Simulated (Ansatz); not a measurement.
Pressure against volume: Ca

```yaml
crystal:
  lattice:
    - [1.97128, -3.39549, 0.00000]
    - [1.97128, 3.39549, 0.00000]
    - [0.00000, 0.00000, 6.50911]
  atoms:
    - { symbol: Ca, position: [0.83559, 0.16441, 0.25000] }
    - { symbol: Ca, position: [0.16441, 0.83559, 0.75000] }
```

Structure from Materials Project entry mp-132 (possibly hypothetical), not relaxed further.

Levels of theory: DFT, PBEsol, all-electron LAPW, scalar-relativistic (Ansatz 0.2.0); DFT, PBEsol, PAW with Ansatz's default frozen-core files, scalar-relativistic (Ansatz 0.2.0).

For LAPW: a Γ-centred 11×11×6 k mesh, Fermi–Dirac smearing of 0.05 eV, basis error target 0.5 meV/atom, no spin polarisation. PAW takes a cutoff of 420 eV at this cell (files made with PBE, cores remade for this functional). The Ansatz runs share mesh, smearing and spin set-up. Plane-wave (PAW) pressures include the program's estimate of the Pulay term.

The cell above is scaled evenly, with fractional coordinates and shape held.

```
V/V(cell)  V (Å³/atom)  P, LAPW (GPa)  P, PAW (GPa)  free energy over the lowest listed, PAW (meV/atom)
   0.9600       41.826          -0.44         -0.44                                                 0.0
   0.9800       42.697          -0.78         -0.78                                                 3.3
   1.0000       43.568          -1.08         -1.08                                                 8.4
   1.0200       44.440          -1.35         -1.35                                                15.0
   1.0400       45.311              ?             ?                                                   ?
```

Fill in the row V/V(cell) = 1.0400.

P, LAPW (GPa) = -1.60, P, PAW (GPa) = -1.60, free energy over the lowest listed, PAW (meV/atom) = 23.1.
